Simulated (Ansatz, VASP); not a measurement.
This is a calculation of Sb (Antimony) for Ansatz 0.2.0. 

input.yaml

```yaml
crystal:
  lattice:
    - [2.1542, 1.2437279499, 3.758]
    - [-2.1542, 1.2437279499, 3.758]
    - [0.0, -2.4874558998, 3.758]
  atoms:
    - { symbol: Sb, position: [0.76651, 0.76651, 0.76651] }
    - { symbol: Sb, position: [0.23349, 0.23349, 0.23349] }
kpoints:
  mp_grid: { grid: [8, 8, 8] }
scf:
  occupations: { method: fermi_dirac, width: 0.05 }
hamiltonian:
  xc: pbe
  dispersion: d3bj
  pseudopotentials: { kind: all_electron, lapw: { basis_error: 0.001 } }
output:
  forces: true
  stress: true
relax:
  f_tol: 0.02
  max_steps: 60
  cell: {}
```

Potentials or basis: all-electron LAPW, scalar-relativistic.

Launch:

```console
$ ansatz run input.yaml --threads 1 --pin off --max-ram 3072MiB --backend cpu --events-out ev --progress --plain --runs-dir out
```

Translate it to VASP 6.6.1. Potentials or basis there: PBE PAW files Sb, 600 eV.

As run (cutoffs and basis follow the program's own potentials, and thresholds, step limits or extra output files can differ):

The input INCAR:

```
SYSTEM = Sb
PREC = Accurate ; ENCUT = 600
EDIFF = 1E-6 ; ISMEAR = -1
SIGMA = 0.05 ; LREAL = .FALSE.
LASPH = .TRUE. ; NELM = 80
ALGO = Normal ; ISIF = 3
LWAVE = .FALSE. ; LCHARG = .FALSE.
GGA = PE ; IVDW = 12
IBRION = 2 ; NSW = 40
EDIFFG = -0.02
```

File KPOINTS:

```
Automatic mesh
0
G
  8 8 8
  0 0 0
```

The input POSCAR:

```
Sb
1.0
    2.1542000000      1.2437279499      3.7580000000
   -2.1542000000      1.2437279499      3.7580000000
    0.0000000000     -2.4874558998      3.7580000000
Sb
2
Direct
    0.7665100000      0.7665100000      0.7665100000
    0.2334900000      0.2334900000      0.2334900000
```

Potentials or basis: VASP PAW PBE potentials, release 64 (Sb).

Launch:

```console
$ cat potpaw_PBE.64/Sb/POTCAR > POTCAR
$ mpirun -np 1 vasp_std > vasp.out
```

Both were run:

|  | Ansatz | VASP |
| --- | --- | --- |
| Relaxed volume | 29.81 Å³/atom | 29.75 Å³/atom |
| Relaxed cell | a = 4.445 Å, b = 4.445 Å, c = 4.445 Å, α = 58.24°, β = 58.24°, γ = 58.24° | a = 4.445 Å, b = 4.445 Å, c = 4.445 Å, α = 58.16°, β = 58.16°, γ = 58.16° |
| Space group after relaxing | R-3m (No. 166) | R-3m (No. 166) |
| Pressure after relaxing | 0.0 GPa | 0.0 GPa |

Where Ansatz's input types no cutoff or centring, it takes its own default and a Γ-centred mesh.

Pressure is positive in compression.
